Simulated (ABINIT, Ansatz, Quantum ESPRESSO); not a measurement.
# Au: 3 runs at one level of theory

```
CELL_PARAMETERS angstrom
2.80732 -0.04335 -0.00085
-0.04335 2.66350 -0.02410
-0.00085 -0.02410 2.77744
ATOMIC_POSITIONS crystal
Au 0.48942 0.48341 0.48985
```

This isn't the form of Au at room conditions, which is fcc.

The given cell was strained at random by a few per cent at fixed volume.

Alike in all runs: task single point; functional PBE; k mesh 10 × 10 × 10; occupations fermi-dirac, width 0.05 eV; no spin polarisation; no spin-orbit coupling. Pressure is positive in compression and, in plane waves, holds the error of the finite cutoff, which Ansatz's Pulay term estimates and takes out.

| program and potentials | plane-wave cutoff (eV) | notes | band gap (eV) | pressure (GPa) | energy over the undisturbed cell (meV/atom) |
| --- | --- | --- | --- | --- | --- |
| Ansatz, Ansatz PAW (earlier soft set) | 420 | 19 valence electrons an atom on average | ? | ? | ? |
| ABINIT, JTH PAW PBE v2.0 | 544 | 11 valence electrons an atom on average | no gap | 1.16 | 22.70 |
| Quantum ESPRESSO, SSSP 1.3 efficiency PBE | 816 | 19 valence electrons an atom on average | no gap | 0.31 | 21.84 |

Problem. Estimate from the other rows what the run with Ansatz, Ansatz PAW (earlier soft set) gave.

Solution. No band gap; pressure 0.90 GPa; energy over the undisturbed cell 22.03 meV/atom. Its pressure holds a Pulay term of +0.05 GPa. The other rows, which needn't bracket it: pressure 0.31 to 1.16; energy over the undisturbed cell 21.84 to 22.70.
